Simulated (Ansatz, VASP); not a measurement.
# Cross-check of CoO between VASP and Ansatz

Aim: how closely do two programs agree when they are given the same cell, functional and k mesh? The cell is taken from a series of runs on this material, whose earlier steps may have relaxed, scaled, displaced or heated it; both programs get it as it stands.

Program: Ansatz 0.2.0. Level of theory: plane waves, with VASP 6.6.1 beside it; single point at PBE, DFT+U. Results are calculated unless marked as measured.

## Step 1: Set-up

Symmetry: I4/mmm, No. 139, tetragonal system. The conventional cell has a = 2.800 Å, b = 2.800 Å, c = 3.912 Å, α = 90.00°, β = 90.00°, γ = 90.00°. Nearest to Co lie 6 O at 1.96 to 1.98 Å. Nearest to O lie 6 Co at 1.96 to 1.98 Å. Farther neighbours and most contacts between anions are not listed.

## Step 2: Ansatz: single point, PBE, DFT+U, pair 1

Ansatz runs on its default PAW (the set named soft_2) files.

With cell and atoms fixed, the geometry can't cause a difference; cores, projectors, grids and the points listed under the comparison can.

Contents of input.yaml:

```yaml
crystal:
  lattice:
    - [-1.39990319, 1.39990319, 1.95619533]
    - [1.39990319, -1.39990319, 1.95619533]
    - [1.39990319, 1.39990319, -1.95619533]
  atoms:
    - { symbol: Co, position: [0.0, 0.0, 0.0], spin: 3.0 }
    - { symbol: O, position: [0.5, 0.5, 0.0] }
magnetization:
  spin_polarized: true
kpoints:
  mp_grid: { grid: [7, 7, 7] }
hamiltonian:
  xc: pbe
  hubbard: { sites: [{ species: Co, l: d, u_eff: 3.5 }] }
scf:
  occupations: { method: fermi_dirac, width: 0.05 }
  max_iter: 120
  convergence: { dr2_threshold: 1.0e-08 }
basis:
  ecutwfc: 420.0
output:
  stress: true
```

Command:

```
> ansatz run input.yaml --threads 1 --pin off --max-ram 2560MiB --backend cpu --events-out ev --progress --plain --runs-dir out
```

Numbers of over 12 decimals in the logs are rounded to 6 here.

Log:

```text
Warning: output.stress: scf.convergence.dr2_threshold = 1e-8 eV is looser than the 2e-10 eV advised for a printed stress (1e-10 eV for each atom of the cell: 2). What an SCF threshold leaves in a stress goes as its square root, and in the free energy as the threshold itself, and one threshold admits the most on a small cell: [figures from the program's tests cut] Set scf.convergence.dr2_threshold to 2e-10 eV or tighter. The threshold is an SCF's pass mark: one that does not reach it within its budget of iterations ends unconverged, or closes short of it on a stop that the run arms, and scf.convergence.dr2_threshold's page says what that costs each kind of run
Co: projections on atomic orbitals take those of the free atom [Ne] 3s2 3p6 3d7 4s2, of charge +0.00 (hamiltonian.pseudopotentials.projection_atoms); the dataset's partial waves leave at most 1.4e-6 of an orbital's norm unspanned inside its sphere
O: projections on atomic orbitals take those of the free atom [He] 2s2 2p4, of charge +0.00 (hamiltonian.pseudopotentials.projection_atoms); the dataset's partial waves leave at most 1.9e-8 of an orbital's norm unspanned inside its sphere
Engine: ansatz 0.2.0, aarch64-unknown-linux-gnu
Pseudopotentials: kind: paw
Pseudopotential: Co, paw, valence charge 17, recommended cutoff 420 eV (normal), Co.paw.azcp
Pseudopotential: O, paw, valence charge 6, recommended cutoff 420 eV (normal), O.paw.azcp
Functional definition: PBE
  parameter kappa = 0.804
  parameter beta = 0.066725
  exchange = pbe_x(kappa = kappa, mu = beta*pi^2/3)
  correlation = pbe_c(beta = beta)
Crystal: 2 atoms, lattice volume = 15.334 Å³
Basis set: ecut = 420 eV, 307 PW (Γ)
Bands: 17, of which v1, the nominal top of the filled ones, is band 12 counted from 1 (11 counted from 0)
Symmetry: 16 space group operations
Space group: I4/mmm (ITA 139), of the structure as read, at distance tolerance 2.5e-5 Å
Magnetic group: BNS 139.531 (UNI 1191), of the structure as read, at distance tolerance 2.5e-5 Å
k-points: 40 of 343
Non-local potential: Co, projectors of the file, l = 0: 3, l = 1: 2, l = 2: 3, l = 3: 1
Non-local potential: O, projectors of the file, l = 0: 2, l = 1: 2, l = 2: 1
PAW form: soft (Blöchl's): semilocal exchange-correlation on the pseudo side does not see the compensation charge
PAW one-centre angular grid: Co, 590 points (default); XC on 64 Gauss nodes
PAW one-centre angular grid: O, 110 points (default); XC on 64 Gauss nodes
Initial density: superposition of atomic densities (chi_scale 0.1, normalization cell, long waves kept (reshape's long-wave potential 0.00 eV rms))
Starting moments: Σ|m| = 3 μB on 1 of 2 sites
Initial wavefunctions: pseudopotential atomic-orbital guess
Functional: x = pbe(κ = 0.804, μ = 0.219515), c = pbe(β = 0.066725)
SCF iter   1: F=—  HF=-5690.188855 eV  |F-HF|=—  |Δ(HF+E_count)|=         —  Δρ=2.53e-1 (↑6.79e-2 ↓2.53e-1)  dr2=1.08e1  dr2_m=1.41e0  M=2.167 μB ∫|m|=2.167 μB  β_m=0.30  ethr=3.10e-3  ⟨swp⟩=4.8  Hψ=5785  notcnv=0
preconditioner: auto → none  [metal: Δε(μ)=0.013 eV  Ē_g=16.856 eV  σ=0.050 eV  W_gap=0.06  n_scr=8 (ndim 8)  ℏωp=36.7 eV  f_vac=0.000  D(μ)=3.32/eV (n_scr^D=58)  sad-step TF]
SCF iter   2: F=—  HF=-5689.179923 eV  |F-HF|=—  |Δ(HF+E_count)|=    1.01e0  Δρ=5.24e-2 (↑4.53e-2 ↓5.24e-2)  dr2=3.15e-1  dr2_m=1.77e-1  M=2.795 μB ∫|m|=2.795 μB  β_m=1.00  ethr=3.10e-3  ⟨swp⟩=3.0  Hψ=3539  notcnv=0  defer=31
SCF iter   3: F=—  HF=-5689.362484 eV  |F-HF|=—  |Δ(HF+E_count)|=   1.83e-1  Δρ=2.86e-2 (↑2.53e-2 ↓2.86e-2)  dr2=1.27e-1  dr2_m=1.76e-2  M=2.656 μB ∫|m|=2.667 μB  β_m=0.30  ethr=1.37e-3  ⟨swp⟩=2.5  Hψ=2761  notcnv=0  defer=37
SCF iter   4: F=—  HF=-5689.547757 eV  |F-HF|=—  |Δ(HF+E_count)|=   1.85e-1  Δρ=1.75e-2 (↑1.75e-2 ↓1.69e-2)  dr2=1.56e-2  dr2_m=1.98e-2  M=2.610 μB ∫|m|=2.623 μB  β_m=0.30  ethr=5.53e-4  ⟨swp⟩=2.1  Hψ=2117  notcnv=0  defer=37
SCF iter   5: F=—  HF=-5689.689612 eV  |F-HF|=—  |Δ(HF+E_count)|=   1.42e-1  Δρ=1.73e-2 (↑1.25e-2 ↓1.73e-2)  dr2=1.06e-2  dr2_m=2.46e-2  M=2.580 μB ∫|m|=2.594 μB  β_m=0.30  ethr=6.76e-5  ⟨swp⟩=2.0  Hψ=2722  notcnv=0  defer=37
SCF iter   6: F=—  HF=-5689.780200 eV  |F-HF|=—  |Δ(HF+E_count)|=   9.06e-2  Δρ=2.12e-2 (↑1.05e-2 ↓2.12e-2)  dr2=1.14e-2  dr2_m=2.96e-2  M=2.561 μB ∫|m|=2.575 μB  β_m=0.30  ethr=4.59e-5  ⟨swp⟩=2.6  Hψ=2181  notcnv=0  defer=37
SCF iter   7: F=—  HF=-5689.867725 eV  |F-HF|=—  |Δ(HF+E_count)|=   8.75e-2  Δρ=3.06e-2 (↑1.32e-2 ↓3.06e-2)  dr2=6.95e-2  dr2_m=1.83e-2  M=2.569 μB ∫|m|=2.582 μB  β_m=1.00  ethr=4.59e-5  ⟨swp⟩=2.4  Hψ=2910  notcnv=0  defer=44
[...]
Mixer restart at iter 9: flushing history
spin-set hold released at iteration 9 (site moments contracting): the magnetisation degrees of freedom join the quasi-Newton model from the next iteration; the mixer history was flushed
SCF iter  10: F=—  HF=-5689.913196 eV  |F-HF|=—  |Δ(HF+E_count)|=   9.52e-3  Δρ=2.83e-3 (↑2.83e-3 ↓2.51e-3)  dr2=7.64e-4  dr2_m=2.65e-4  M=2.548 μB ∫|m|=2.560 μB  β_m=0.58  ethr=1.59e-5  ⟨swp⟩=1.2  Hψ=1614  notcnv=0  defer=48
SCF iter  11: F=—  HF=-5689.927058 eV  |F-HF|=—  |Δ(HF+E_count)|=   1.39e-2  Δρ=7.54e-3 (↑5.07e-3 ↓7.54e-3)  dr2=1.55e-2  dr2_m=5.50e-4  M=2.534 μB ∫|m|=2.545 μB  β_m=0.44  ethr=3.32e-6  ⟨swp⟩=2.5  Hψ=2717  notcnv=0  defer=48
[...]
SCF 1 converged in 16 iterations: F = -5689.924401 eV  dr2 = 5.01e-10
  greatest PAW one-centre occupation: 1.004 electrons in one spin orbital (limit 2), on the Co atom at site 0 (counted from 0), in its partial waves of l = 1
Symmetry: 4 space group operations
k-points: 100 of 343
Initial density: read from a saved state, or passed on in memory by an earlier SCF of this step, an earlier step, the calling program or the single point that the run made first
Starting moments: Σ|m| = 3 μB on 1 of 2 sites; this step starts from the density that it was given
[...]
preconditioner: auto → none  [insulator: Δε(μ)=0.239 eV  Ē_g=16.983 eV  σ=0.050 eV  W_gap=0.83  n_scr=8 (ndim 8)  ℏωp=36.7 eV  f_vac=0.000  D(μ)=0.11/eV (n_scr^D=0)  ε∞_Penn≈5.7]
[...]
SCF iter   8: F=-5690.341890 eV  HF=-5690.341890 eV  |F-HF|=3.82e-11  |Δ(HF+E_count)|=  7.24e-10  Δρ=5.18e-7 (↑1.23e-7 ↓5.18e-7)  dr2=1.49e-11  dr2_m=8.95e-12  M=2.998 μB ∫|m|=3.005 μB  ethr=1.49e-11  ⟨swp⟩=1.0  Hψ=7600  notcnv=0
SCF iter   9: F=-5690.341890 eV  HF=-5690.341890 eV  |F-HF|=3.73e-11  |Δ(HF+E_count)|=  1.82e-12  Δρ=5.20e-7 (↑1.24e-7 ↓5.20e-7)  dr2=1.52e-11  dr2_m=8.95e-12  M=2.998 μB ∫|m|=3.005 μB  ethr=1.00e-12  ⟨swp⟩=1.0  Hψ=9900  notcnv=0
SCF 2 converged in 9 iterations: F = -5690.341890 eV  dr2 = 1.52e-11
iter 1 solved again at ethr=8.11e-9 eV; its pass at ethr=3.10e-3 eV (dr2=1.87e-6 eV) is discarded
SCF iter   1: F=—  HF=-5690.341890 eV  |F-HF|=—  |Δ(HF+E_count)|=         —  Δρ=5.71e-7 (↑2.77e-7 ↓5.71e-7)  dr2=3.03e-11  dr2_m=1.20e-11  M=2.998 μB ∫|m|=3.005 μB  β_m=0.30  ethr=8.11e-9  ⟨swp⟩=3.1  Hψ=24959  notcnv=0
eigensolver tolerance schedule: the retry pair's looser diagonalisation over-reported the residual by 61566.63 of it (diagonalisation noise at 0.19 of the residual, at the tolerance the schedule requests for it); recorded, not acted on — ethr = c·dr2/N_el stays at c = 1.0e-1
preconditioner: auto → none  [insulator: Δε(μ)=0.203 eV  Ē_g=17.066 eV  σ=0.050 eV  W_gap=0.66  n_scr=8 (ndim 8)  ℏωp=36.7 eV  f_vac=0.000  D(μ)=0.03/eV (n_scr^D=0)  ε∞_Penn≈5.6]
SCF iter   2: F=-5690.341890 eV  HF=-5690.341890 eV  |F-HF|=3.64e-11  |Δ(HF+E_count)|=  4.11e-10  Δρ=5.13e-7 (↑1.12e-7 ↓5.13e-7)  dr2=1.52e-11  dr2_m=9.75e-12  M=2.998 μB ∫|m|=3.005 μB  ethr=1.00e-12  ⟨swp⟩=5.9  Hψ=13111  notcnv=0
SCF 3 converged in 2 iterations: F = -5690.341890 eV  dr2 = 1.52e-11
Symmetry: 2 space group operations
k-points: 172 of 343
Initial wavefunctions: those read from a saved state, or passed on in memory by an earlier step or the calling program
iter 1 solved again at ethr=1.00e-12 eV; its pass at ethr=4.35e-6 eV (dr2=1.76e-11 eV) is discarded
SCF iter   1: F=—  HF=-5690.341890 eV  |F-HF|=—  |Δ(HF+E_count)|=         —  Δρ=5.46e-7 (↑1.75e-7 ↓5.46e-7)  dr2=1.76e-11  dr2_m=1.08e-11  M=2.998 μB ∫|m|=3.005 μB  ethr=1.00e-12  ⟨swp⟩=1.0  Hψ=34599  notcnv=0
SCF iter   2: F=—  HF=-5690.338191 eV  |F-HF|=—  |Δ(HF+E_count)|=   3.70e-3  Δρ=1.90e-3 (↑6.54e-4 ↓1.90e-3)  dr2=2.62e-4  dr2_m=6.74e-5  M=2.998 μB ∫|m|=3.004 μB  ethr=4.35e-6  ⟨swp⟩=1.0  Hψ=31055  notcnv=0
SCF iter   3: F=—  HF=-5690.341880 eV  |F-HF|=—  |Δ(HF+E_count)|=   3.69e-3  Δρ=1.50e-4 (↑1.24e-4 ↓1.50e-4)  dr2=5.32e-6  dr2_m=2.54e-7  M=2.998 μB ∫|m|=3.005 μB  ethr=4.07e-6  ⟨swp⟩=1.0  Hψ=14248  notcnv=0
SCF iter   4: F=-5690.341890 eV  HF=-5690.341890 eV  |F-HF|=1.06e-9  |Δ(HF+E_count)|=   1.01e-5  Δρ=3.01e-6 (↑9.37e-7 ↓3.01e-6)  dr2=5.42e-10  dr2_m=2.83e-10  M=2.998 μB ∫|m|=3.005 μB  ethr=4.35e-11  ⟨swp⟩=1.4  Hψ=13621  notcnv=0
SCF 4 converged in 4 iterations: F = -5690.341890 eV  dr2 = 5.42e-10
an SCF along what the orbitals of the run's state read of its open shells (or to have them read: on a GPU, or by another smearing), with 14 of the crystal's symmetry operations given up (172 k-points in place of 40), reached no lower state that the run goes on to. This is no proof of a minimum
SCF converged after 2 iterations
Stability not told: the lowest value that the SCF's own minimisation read on its close, 6.9e-2 (residual 6.2e-4), is positive but too near zero to vouch for directions that it does not look along: no lower mode is shown, and none is ruled out
Magnetization: 2.9982 μB (12.9991 up, 10.0009 down)
Absolute magnetization: 3.0037 μB (∫|ρ↑−ρ↓|, with the PAW one-centre terms)
Spin contamination: 0.0032 ħ² per cell (⟨S²⟩ above its minimum at these occupations)
Per-site moments (μB) at R_I (Å): [(2.501981, 0.806930573625), (0.283819, 0.806930573625)]
Free energy (F): -5690.341890 eV
Harris-Foulkes:  -5690.341890 eV  (|F-HF|=3.64e-11)
Internal energy: -5690.341551 eV  (E = F + TS)
E sigma→0 (E₀):  -5690.341720 eV
Entropy (-TS):   -0.000339 eV (-0.169 meV/atom)
Fermi energy:    19.170526 eV
--- Per-component energies (eV) ---
  E_band       = -213.939263
  E_kinetic    = 628.843308
  E_local      = -3082.166219  (includes V_loc(G=0)·N_el)
  E_nonlocal   = 518.365160
  E_hartree    = 1281.907302
  E_xc         = -231.950771
  E_vxc        = -298.396547  (∫ρ·V_xc dr)
  E_hubbard    = 0.697890  (on-site DFT+U / exact-exchange correction)
  E_vhub       = -11.451575  (the Hubbard potential's part of the band-sum identity)
  E_paw        = -1679.965374  (= ΣΔE_a)
  E_vpaw       = -532.950752  (= ΣTr[D̂ρ^β])
  E_aug_tail   = 0.002659  (compensation charges beyond the density's cutoff)
  E_ewald      = -3126.075505
  E_smearing   = -0.000339  (= −TS)
  E_closure    = -0.000000  (closes the sum)
  Σ components = -5690.341890   (vs F -5690.341890, Δ=0.00e0)
--- Stress (GPa, compression-positive) ---
       84.619565       0.000000      -0.424678
        0.000000      85.507409       0.000000
       -0.424571       0.000000      92.318350
  P = ⅓ Tr σ = 87.4818 GPa (874.818 kbar)
--- Band table (eV; the first three rows and the last of 200) ---
  k-point 0 ↑: bands = [... 8 lower, 13.8766, 13.9275, 15.1601, 15.2208, 15.2475, 21.5204, 36.2845, 38.5871, ... 1 higher]
  k-point 1 ↑: bands = [... 8 lower, 13.5309, 13.5891, 15.5572, 15.8202, 16.2727, 23.2952, 34.1734, 37.4760, ... 1 higher]
  k-point 2 ↑: bands = [... 8 lower, 13.2333, 13.8105, 15.6309, 16.1209, 16.5047, 26.1574, 32.3195, 32.5462, ... 1 higher]
  k-point 99 ↓: bands = [... 8 lower, 17.3436, 17.3504, 20.5815, 22.6289, 23.1432, 26.4949, 31.4038, 33.2751, ... 1 higher]
Occupation matrices written to <dir>
```

The run ends at a pressure of 87.48 GPa.

(Continued in part 2 of 3.)

[Lines on the potential files, build, host, timing and source positions are cut from VASP's logs without a mark.]

[Logs are printed without paths, hosts, clocks, repeated set-up lines and the standing remarks that a program may print on its own settings, such as how far it seeks lower states.]

[Hosts, paths, dates, database ids (printed as entryN), source tags and the programs' standing remarks are cut or masked in the printed files.]
